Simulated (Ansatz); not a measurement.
Crystal: Co.

```
Co
1.0
     2.47200    0.00000    0.00000
    -1.23600    2.14081    0.00000
     0.00000    0.00000    4.02114
Co
2
Direct
  0.66667 0.33333 0.75000
  0.33333 0.66667 0.25000
```

A run of Ansatz 0.2.0 on this cell left the log below. Logs are shortened: lines on timing, memory, paths and dates and some standing lists are left out, and cuts for length are marked.

```text
Warning: RAYON_NUM_THREADS=2 ignored (pool sized by the plan → 2); use --threads N
LAPW: plane waves up to 9.095 Å⁻¹, error target 1.0e-3 eV per atom; small_component_spin mean_spin; Co in spheres of 1.233 Å, 17 of its electrons in bands, Dirac shells [] (how accurate: hamiltonian.pseudopotentials.lapw.basis_error, Limitations)
Engine: ansatz 0.2.0, aarch64-unknown-linux-gnu
Pseudopotentials: kind: all_electron
Pseudopotential: Co, LAPW, valence charge 17, lapw/all_electron/scalar/gaussian/Co, Koelling and Harmon's equation, gaussian nucleus
Functional definition: PBE
  parameter kappa = 0.804
  parameter beta = 0.06672455060314922
  exchange = pbe_x(kappa = kappa, mu = beta*pi^2/3)
  correlation = pbe_c(beta = beta)
Crystal: 2 atoms, lattice volume = 21.280 Å³
Basis set: ecut = 315.14779257486185 eV, 287 PW (Γ), exchange–correlation at level 2
Bands: 22, of which v1, the nominal top of the filled ones, is band 17 counted from 1 (16 counted from 0)
Symmetry: 24 space group operations
Space group: P63/mmc (ITA 194), of the structure as read, at distance tolerance 2.8e-5 Å
Magnetic group: BNS 194.263 (UNI 1493), of the structure as read, at distance tolerance 2.8e-5 Å
k-points: 76 of 1008
Non-local potential: Co, projectors of the file, none
Initial density: superposition of atomic densities (chi_scale 0.1, normalization cell)
Starting moments: Σ|m| = 2 μB on 2 of 2 sites
Initial wavefunctions: plane waves of lowest kinetic energy (no species holds an atomic orbital)
Functional: x = pbe(κ = 0.804, μ = 0.2195149727645171), c = pbe(β = 0.06672455060314922)
iter 1 solved again at ethr=2.89e-5 eV; its pass at ethr=1.00e-1 eV (dr2=9.83e-3 eV) is discarded
SCF iter   1: F=—  HF=-75834.874908 eV  |F-HF|=—  |Δ(HF+E_count)|=         —  Δρ=8.11e-3 (↑4.26e-3 ↓8.11e-3)  dr2=9.88e-3  dr2_m=4.40e-3  M=2.000 μB ∫|m|=2.104 μB  β_m=0.30  ethr=2.89e-5  ⟨swp⟩=3.4  Hψ=26389  notcnv=0
[... 9 lines left out ...]
SCF 1 converged in 8 iterations: F = -75834.954089 eV  dr2 = 1.38e-11
SCF converged after 8 iterations
Stability checked in part: among states of this total moment the steps that led to this state did not find it unstable. No probe was made; neither looks for a lower state of another moment (fixed_total_moment; see scf.lower_state_search)
Magnetization: 2.0000 μB (18.0000 up, 16.0000 down)
Absolute magnetization: 2.2726 μB (∫|ρ↑−ρ↓|)
Spin contamination: 0.0319 ħ² per cell (⟨S²⟩ above its minimum at these occupations)
Per-site moments (μB) at R_I (Å): [(1.0416076654037987, 1.23281462386915), (1.0416076654037987, 1.23281462386915)]
Free energy (F): -75834.954089 eV
Harris-Foulkes:  -75834.954089 eV  (|F-HF|=4.37e-11)
Internal energy: -75834.913986 eV  (E = F + TS)
E sigma→0 (E₀):  -75834.934037 eV
Entropy (-TS):   -0.040103 eV (-20.051 meV/atom)
Fermi energy:    19.404217 (↑ 19.205854, ↓ 19.602580) eV
--- Per-component energies (eV) ---
  E_band       = -460.606024
  E_kinetic    = 76961.814705
  E_xc         = -3248.837053
  E_electrostatic = -149547.891638  (all electrons and nuclei)
  E_smearing   = -0.040103  (= −TS)
  E_closure    = 0.000000  (closes the sum)
  E_atoms      = -75818.578525  (free atoms, spherical and without spin; not in F)
  Σ components = -75834.954089   (vs F -75834.954089, Δ=0.00e0)
  Basis errors (estimates in eV, not in F): energy 2.5e-4 per atom: plane waves 2.1e-4 (1.1e-4 summed), levels above the bands 1.1e-90, relativity 1.4e-8, radial functions 3.6e-5, core shells 1.0e-9; eigenvalues (radial functions only) 5.4e-7; not estimated: angular momenta, meshes, grids; target (lapw.basis_error) 1.0e-3; muffin-tin radii Co 1.233 Å
--- Forces (eV/Å), atoms counted from 1 ---
  atom   1  Co     0.00000000    -0.00000000     0.00000000
  atom   2  Co     0.00000000     0.00000000     0.00000000
  max |Σ_I F_I| component: 1.85e-17 eV/Å
--- Stress (GPa, compression-positive) ---
       -1.973919      -0.000000       0.000000
       -0.000000      -1.973919       0.000000
        0.000000       0.000000      -4.585585
  P = ⅓ Tr σ = -2.8445 GPa (-28.445 kbar)
--- Band table (eV; the first three rows and the last of 152) ---
  k-point 0 ↑: bands = ["-76.2350", "-76.1741", "-39.6562", "-39.3440", "-39.3440", "-39.3053", "-39.2942", "-39.2942", "10.4245", "14.4172", "17.1170", "17.1681", "17.1681", "17.4944", "17.4944", "17.8737", "17.8737", "19.0101", "19.0101", "19.2967", "26.0881", "41.5007"]
  k-point 1 ↑: bands = ["-76.2320", "-76.1772", "-39.6391", "-39.3415", "-39.3415", "-39.3230", "-39.2966", "-39.2966", "10.6316", "14.3552", "17.0612", "17.1169", "17.1169", "17.4376", "17.4376", "18.0002", "18.0002", "18.5862", "18.9984", "18.9984", "27.2245", "41.3896"]
  k-point 2 ↑: bands = ["-76.2236", "-76.1856", "-39.5909", "-39.3722", "-39.3346", "-39.3346", "-39.3036", "-39.3036", "11.2341", "14.0341", "16.9197", "17.0551", "17.0551", "17.3021", "17.3021", "17.4311", "18.2718", "18.2718", "18.9392", "18.9392", "29.7746", "39.6688"]
  k-point 75 ↓: bands = ["-74.8438", "-74.8438", "-38.3038", "-38.3038", "-38.2524", "-38.2279", "-38.0710", "-38.0710", "16.5618", "16.6387", "16.6387", "16.6500", "17.4899", "17.4899", "18.8756", "19.1390", "20.2609", "20.2609", "25.7766", "25.7766", "26.8679", "28.1416"]
```

Q: What input gives this log?

A: Single point with PBE, collinear spin, ferromagnetic start. The files as run (others can give the same):

input.yaml
```yaml
crystal:
  lattice:
    - [2.4719999032, 0.0, 0.0]
    - [-1.2359999516, 2.1408147143, 0.0]
    - [0.0, 0.0, 4.02114408]
  atoms:
    - { symbol: Co, position: [0.6666666667, 0.3333333333, 0.75], spin: 1.0 }
    - { symbol: Co, position: [0.3333333333, 0.6666666667, 0.25], spin: 1.0 }
kpoints:
  mp_grid: { grid: [12, 12, 7] }
scf:
  occupations: { method: fermi_dirac, width: 0.05 }
hamiltonian:
  xc: pbe
  pseudopotentials: { kind: all_electron, lapw: { basis_error: 0.001 } }
magnetization:
  spin_polarized: true
  initial_magnetization: 2.0
  spin_locking: { lock_magnetization: hard }
output:
  forces: true
  stress: true
  eigenvalues: true
```

Potentials or basis: all-electron LAPW, scalar-relativistic.
Launch:
```console
$ ansatz run input.yaml --threads 2 --pin off --max-ram 6144MiB --backend cpu --events-out ev --progress --plain --runs-dir out
```

Caveat: the total moment is fixed, so each spin has its own Fermi level.
